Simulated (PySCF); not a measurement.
Species: methyl methacrylate, C5H8O2.
SMILES: `C=C(C)C(=O)OC`

The closed-shell SCF was solved with PySCF and density fitting under several settings on one GFN2-xTB geometry (grid level 2 and gas phase unless stated).

```tsv
settings	basis functions	SCF cycles	E (Eh)	HOMO (eV)	LUMO (eV)	dipole (D)
PBE0/pcSseg-1	159	14	-345.3522	-7.75	-1.11	1.93
PBE0/def2-SVPD	210	14	-345.1554	-7.79	-1.24	2.01
HSE06/STO-3G, start guess atom, energy threshold 1e-07 Eh	43	9	-340.9885	-3.99	1.74	1.26
PBE0/pcSseg-1, start guess vsap	159	12	-345.3522	-7.75	-1.11	1.93
```

Estimate the rows for these settings: (1) PW91/Sadlej pVTZ, grid level 3; (2) CAM-B3LYP/cc-pVDZ.

```tsv
settings	basis functions	SCF cycles	E (Eh)	HOMO (eV)	LUMO (eV)	dipole (D)
PW91/Sadlej pVTZ, grid level 3	240	17	-345.7338	-6.41	-2.24	2.00
CAM-B3LYP/cc-pVDZ	138	14	-345.6346	-8.87	0.34	1.82
```

Over all rows, what range does the HOMO–LUMO gap span?

From 4.17 eV (PW91/Sadlej pVTZ, grid level 3) to 9.21 eV (CAM-B3LYP/cc-pVDZ). The functional of the narrowest has no exact exchange, that of the widest range-separated exact exchange.

Compare two rows with the functional PBE0: PBE0/pcSseg-1 and PBE0/def2-SVPD. Which energy is lower, and by how much?

PBE0/pcSseg-1 (159 functions) lies 0.1968 Eh or 123 kcal/mol below PBE0/def2-SVPD (210 functions). The smaller set gives the lower energy; the two sets aren't nested, so the variational bound doesn't order them by size.

Cycle counts include a coarse-grid stage where the run had one.

Shape of the structure used: `[CH2:1]=[C:2]([CH3:3])[C:4](=[O:5])[O:6][CH3:7]`: C1–C2–C4–O5 4°, C2–C4–O6–C7 179°.

One conformer stands for the species.
